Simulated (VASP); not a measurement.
The system is Ti.

```xyz
3
Lattice="4.5674 0.0000 0.0000 -2.2837 3.9555 0.0000 0.0000 0.0000 2.8262" Properties=species:S:1:pos:R:3 pbc="T T T"
Ti    2.2837    1.3185    1.4131
Ti    0.0000    2.6370    1.4131
Ti    0.0000    0.0000    0.0000
```

This isn't the form of Ti at room conditions, which is hcp.

| Item | Value |
| --- | --- |
| Program | VASP 6.6.1 |
| Task | relaxation of cell and atoms |
| Functional | PBEsol |
| Potentials or basis | VASP PAW PBE potentials, release 64 (Ti_sv) |
| Cutoff | 600 eV |
| k mesh | 6 × 6 × 8 |
| Occupations | fermi-dirac, width 0.05 eV |
| Spin | no spin polarisation |

At the start: pressure -3.7 GPa; volume 17.02 Å³/atom.

How do energy, volume and symmetry change on relaxing?

Over 7 steps the energy falls by 6.8 meV/atom and the volume is 16.45 Å³/atom (-3.4 %); space group P6/mmm (No. 191, to 0.05 Å).

The path:
| step | energy change (eV) | largest force (eV/Å) | pressure (GPa) | volume (Å³) |
| --- | --- | --- | --- | --- |
| 1 | 0.0000 | 0.0000 | -3.73 | 51.06 |
| 2 | -0.0094 | 0.0000 | 3.03 | 48.18 |
| 3 | -0.0204 | 0.0000 | 0.03 | 49.37 |
| 4 | -0.0204 | 0.0000 | -0.06 | 49.40 |
| 5 | -0.0205 | 0.0000 | -0.08 | 49.40 |
| 6 | -0.0205 | 0.0000 | -0.07 | 49.40 |
| 7 | -0.0205 | 0.0000 | 0.03 | 49.35 |

Final structure:
```
Ti
1.0
     4.51375    0.00000    0.00000
    -2.25687    3.90902    0.00000
     0.00000    0.00000    2.79678
Ti
3
Direct
  0.66667 0.33333 0.50000
  0.33333 0.66667 0.50000
  0.00000 0.00000 0.00000
```

Caveat: the PAW data sets were made with another functional, which shifts forces and pressure a little.
